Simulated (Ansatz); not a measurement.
## Molecular dynamics of TaN

The input (input.yaml):

```yaml
accuracy: low
crystal:
  lattice:
    - [-3.032839, -5.253031, 0.0]
    - [4.549258, -2.626516, 0.0]
    - [0.0, 0.0, 5.952127]
  atoms:
    - { symbol: Ta, position: [0.5, 0.3333333, 0.25] }
    - { symbol: "N", position: [0.75, 0.5, 0.0] }
    - { symbol: Ta, position: [0.5, 0.3333333, 0.75] }
    - { symbol: "N", position: [0.75, 0.5, 0.5] }
    - { symbol: Ta, position: [0.25, 0.8333333, 0.25] }
    - { symbol: "N", position: [0.5, 0.0, 0.0] }
    - { symbol: Ta, position: [0.25, 0.8333333, 0.75] }
    - { symbol: "N", position: [0.5, 0.0, 0.5] }
    - { symbol: Ta, position: [0.0, 0.3333333, 0.25] }
    - { symbol: "N", position: [0.25, 0.5, 0.0] }
    - { symbol: Ta, position: [0.0, 0.3333333, 0.75] }
    - { symbol: "N", position: [0.25, 0.5, 0.5] }
    - { symbol: Ta, position: [0.75, 0.8333333, 0.25] }
    - { symbol: "N", position: [0.0, 0.0, 0.0] }
    - { symbol: Ta, position: [0.75, 0.8333333, 0.75] }
    - { symbol: "N", position: [0.0, 0.0, 0.5] }
basis:
  ecutwfc: 420.0
kpoints:
  mp_grid: { grid: [2, 2, 2] }
hamiltonian:
  xc: pbesol
  pseudopotentials: { kind: paw, azcp: { folder: soft_1 } }
scf:
  occupations: { method: fermi_dirac, width: 0.17 }
  lower_state_search: "off"
md:
  timestep: 1
  n_steps: 170
  ensemble: nvt_langevin
  temperature: 2000.0
  initial_velocities: maxwell_boltzmann
  seed: 812521
  friction: 0.02
```

Launched with:

```bash
$ ansatz run input.yaml --threads 1 --pin off --max-ram 3072MiB --backend cpu --events-out ev --progress --plain --runs-dir out
```

It starts from a structure without forces on its atoms.

Output, in part (step lines):

```
md step     0: t =     0.00 fs  T =  1875.0 K  F+E_penalty+E_count = -81505.88211166 eV  E_kin = 3.877800 eV  (8 SCF iters)
md step     1: t =     1.00 fs  T =  1878.8 K  F+E_penalty+E_count = -81505.86569529 eV  E_kin = 3.885716 eV  (6 SCF iters)
md step     2: t =     2.00 fs  T =  2049.8 K  F+E_penalty+E_count = -81505.81474981 eV  E_kin = 4.239249 eV  (6 SCF iters)
md step     3: t =     3.00 fs  T =  1933.8 K  F+E_penalty+E_count = -81505.73062476 eV  E_kin = 3.999406 eV  (6 SCF iters)
md step     4: t =     4.00 fs  T =  1665.4 K  F+E_penalty+E_count = -81505.62411896 eV  E_kin = 3.444248 eV  (6 SCF iters)
md step     5: t =     5.00 fs  T =  1675.0 K  F+E_penalty+E_count = -81505.49612434 eV  E_kin = 3.464076 eV  (5 SCF iters)
md step     6: t =     6.00 fs  T =  1587.4 K  F+E_penalty+E_count = -81505.34950514 eV  E_kin = 3.283078 eV  (5 SCF iters)
md step     7: t =     7.00 fs  T =  1483.7 K  F+E_penalty+E_count = -81505.19519449 eV  E_kin = 3.068543 eV  (5 SCF iters)
[... lines left out ...]
md step   169: t =   169.00 fs  T =  2124.6 K  F+E_penalty+E_count = -81502.77093140 eV  E_kin = 4.394004 eV  (6 SCF iters)
md step   170: t =   170.00 fs  T =  2137.2 K  F+E_penalty+E_count = -81502.74623567 eV  E_kin = 4.420002 eV  (8 SCF iters)
```

The steps, from the saved trajectory:

```
time (fs)  T (K)  potential energy less start (eV)
        0   1875                             0.000
        5   1675                             0.386
       10   1467                             1.158
       15   1128                             1.948
       20    985                             2.274
       25    864                             2.255
       30   1078                             2.179
       35   1483                             2.178
       40   1453                             2.419
       45   1506                             2.799
       50   1571                             2.921
       55   1788                             2.917
       60   1598                             2.871
       65   1260                             2.603
       70   1542                             2.190
       75   1551                             1.973
       80   1926                             2.401
       85   1402                             3.148
       90   1433                             3.400
       95   1562                             3.392
      100   1418                             3.131
      105   1535                             3.067
      110   1714                             3.031
      115   1565                             3.010
      120   1532                             2.821
      125   1870                             2.699
      130   2178                             2.712
      135   1726                             2.717
      140   1716                             2.439
      145   2043                             2.159
      150   1930                             2.312
      155   1623                             2.736
      160   1617                             2.979
      165   1931                             3.073
      170   2137                             3.136
```

All steps were run. The mean temperature of the second half is 14 % below the set value. A run of 0.17 ps of so small a system gives no equilibrium averages. Limits of this set-up: coarse k mesh, PAW files made for another functional, low accuracy level.

Mean squared displacements from the first frame to the last, about the centre of mass: Ta 0.02 Å², N 0.04 Å².

Last frame:

```xyz
16
Lattice="-3.0328 -5.2530 0.0000 4.5493 -2.6265 0.0000 0.0000 0.0000 5.9521" Properties=species:S:1:pos:R:3
Ta -0.042 -3.619 1.849
N -0.126 -5.273 0.353
Ta 0.216 -3.449 4.737
N 0.050 -5.297 3.163
Ta 3.086 -3.628 1.638
N -1.604 -2.494 0.335
Ta 2.969 -3.425 4.694
N -1.573 -2.616 3.347
Ta 1.427 -0.830 1.832
N 1.394 -2.723 0.430
Ta 1.515 -0.784 4.613
N 1.362 -2.423 3.254
Ta 1.469 -6.162 1.621
N -0.116 0.203 0.221
Ta 1.456 -6.048 4.705
N -0.057 0.030 3.394
```

Time of the run: 16 min on 1 thread of Arm Neoverse V2, with other jobs on the host, peak memory 0.57 GiB.
